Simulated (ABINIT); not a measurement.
InP:

```
CELL_PARAMETERS angstrom
0.00000 2.93050 2.93050
2.93050 0.00000 2.93050
2.93050 2.93050 0.00000
ATOMIC_POSITIONS crystal
In 0.00000 0.00000 0.00000
P 0.75000 0.75000 0.75000
```

Base run:

```yaml
Program: ABINIT 10.8.3 (patched build)
Functional: r2SCAN
Potentials_or_basis: SG15 NC PBE v1.2
Cutoff: 1143 eV
k_mesh: 8 × 8 × 8
Occupations: fermi-dirac, width 0.05 eV
Spin: no spin polarisation
```

Its results: band gap on the k mesh 0.76 eV, direct; pressure 0.3 GPa.

Question: The run is repeated on the same cell with these changes: potentials or basis from SG15 NC PBE v1.2 to Ansatz PAW PBE default generated set, frozen core; cutoff from 1143 eV to 490 eV. What comes out?

Answer: Band gap on the k mesh 1.15 eV, direct; pressure 1.6 GPa.

Caveats: spin-orbit coupling is left out, which moves the levels of the heavy elements; the potentials were made for another functional, which shifts forces and pressure (some runs); the PAW data sets were made with another functional, which shifts forces and pressure a little (some runs); the atomic spheres overlap (some runs).

